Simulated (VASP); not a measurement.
Input of a VASP 6.6.1 run:

The input INCAR:

```
SYSTEM = Si2W
ALGO     = Normal         ! electronic algorithm
EDIFF    = 1E-6           ! SCF threshold, eV
EDIFFG   = -0.01          ! ionic threshold
ENCUT    = 600            ! plane-wave cutoff, eV
GGA      = PS             ! functional
IBRION   = 2              ! ionic algorithm
ISIF     = 3              ! what is computed and relaxed
ISMEAR   = 1              ! smearing method
KPAR     = 4            
LASPH    = .TRUE.         ! aspherical terms in the spheres
LCHARG   = .FALSE.        ! write CHGCAR
LREAL    = .FALSE.        ! projectors in reciprocal space
LWAVE    = .FALSE.        ! write WAVECAR
NELM     = 80             ! most SCF steps
NSW      = 90             ! ionic steps
PREC     = Accurate       ! precision mode
SIGMA    = 0.1            ! smearing width, eV
```

File KPOINTS:

```
k-points
0
G
  16 16 16
  0 0 0
```

POSCAR

```
Si2W
1.0
   -1.6069000000      1.6069000000      3.9149500000
    1.6069000000     -1.6069000000      3.9149500000
    1.6069000000      1.6069000000     -3.9149500000
Si W
2 1
Direct
    0.3347000000      0.3347000000      0.0000000000
    0.6653000000      0.6653000000      0.0000000000
    0.0000000000      0.0000000000      0.0000000000
```

Potentials or basis: VASP PAW PBE potentials, release 64 (Si, W_sv).

Launch:

```bash
$ cat potpaw_PBE.64/Si/POTCAR potpaw_PBE.64/W_sv/POTCAR > POTCAR
$ mpirun -np 4 vasp_std > vasp.out
```

Question: What does it give for the space group after relaxing (to 0.05 Å)?

Answer: I4/mmm (No. 139).

Question: Estimate the relaxed volume.

Answer: 13.38 Å³/atom.

Question: Predict the relaxed cell.

Answer: a = 4.519 Å, b = 4.519 Å, c = 4.519 Å, α = 138.48°, β = 138.48°, γ = 60.17°.

Forces in eV/Å, atoms in the order of the input:
```
Si   0.000  0.000 -0.009
Si   0.000  0.000  0.009
W    0.000  0.000  0.000
```

Caveat: the PAW data sets were made with another functional, which shifts forces and pressure a little. The run has no spin-orbit coupling, so splittings on W are missing.
